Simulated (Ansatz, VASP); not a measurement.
VH2 in VASP and in Ansatz

The input INCAR:

```
  PREC = Accurate
  ENCUT = 520
  EDIFF = 1E-6
  ISMEAR = -4
  SIGMA = 0.1
  LREAL = F
  LASPH = T
  NELM = 100
  ALGO = Normal
  ISIF = 2
  LWAVE = F
  LCHARG = T
  GGA = PS
  IVDW = 12
  LELF = T
  LVHAR = T
  NBANDS = 14
```

KPOINTS

```
Automatic mesh
0
Gamma
  11 11 11
```

File POSCAR:

```
VH2
1.0
    0.0000000000      2.0975786559      2.0975786559
    2.0975786559      0.0000000000      2.0975786559
    2.0975786559      2.0975786559      0.0000000000
V H
1 2
Direct
   -0.0312500000     -0.0312500000     -0.0312500000
    0.7812500000      0.7812500000      0.7812500000
    0.2500000000      0.2500000000      0.2500000000
```

Input for Ansatz:

```yaml
crystal:
  lattice:
    - [0.0, 2.0975786559, 2.0975786559]
    - [2.0975786559, 0.0, 2.0975786559]
    - [2.0975786559, 2.0975786559, 0.0]
  atoms:
    - { symbol: V, position: [-0.03125, -0.03125, -0.03125] }
    - { symbol: H, position: [0.78125, 0.78125, 0.78125] }
    - { symbol: H, position: [0.25, 0.25, 0.25] }
kpoints:
  mp_grid: { grid: [11, 11, 11] }
scf:
  occupations: { method: tetrahedron_uncorrected }
  mixing: { algorithm: broyden, beta: 0.3 }
hamiltonian:
  xc: pbesol
  pseudopotentials: { kind: all_electron, lapw: { basis_error: 0.001 } }
  dispersion: d3bj
output:
  forces: true
  stress: true
  eigenvalues: true
  populations: true
```

The cell comes from a database or a generator and needn't be the stable form of this composition.

Alike in both runs: task single point; functional PBEsol; dispersion D3(BJ); k mesh 11 × 11 × 11; no spin polarisation.

```csv
,VASP,Ansatz
version,VASP 6.6.1,Ansatz 0.2.0
potentials or method,"VASP PAW PBE potentials, release 64 (V_sv, H)","all-electron LAPW, scalar-relativistic"
plane-wave cutoff (eV),520,see its input
occupations,tetrahedron,tetrahedron-uncorrected
```

|  | VASP | Ansatz | Ansatz less VASP |
| --- | --- | --- | --- |
| gap on the k mesh at the Fermi level (eV) | none | none | - |
| pressure (GPa) | 7.7 | 7.6 | -0.15 |
| largest component of the traceless stress (GPa) | 19.59 | 19.49 | -0.104 |
| rms of the force components (eV/Å) | 3.521 | 3.503 | -0.0182 |
| dispersion energy (meV/atom) | -249.3 | -249.4 | -0.07 |

Atom by atom the forces differ by 0.018 eV/Å (rms over components). A gap of «none» marks a metal or a gap that the smearing closes. Ansatz ran all-electron here, so the differences hold the error of VASP's frozen core and of both bases. Ansatz warned: «band_table_not_solved_further».

Caveats: the PAW data sets were made with another functional, which shifts forces and pressure a little (VASP); pairwise dispersion overbinds metals, which lowers pressure and volume.
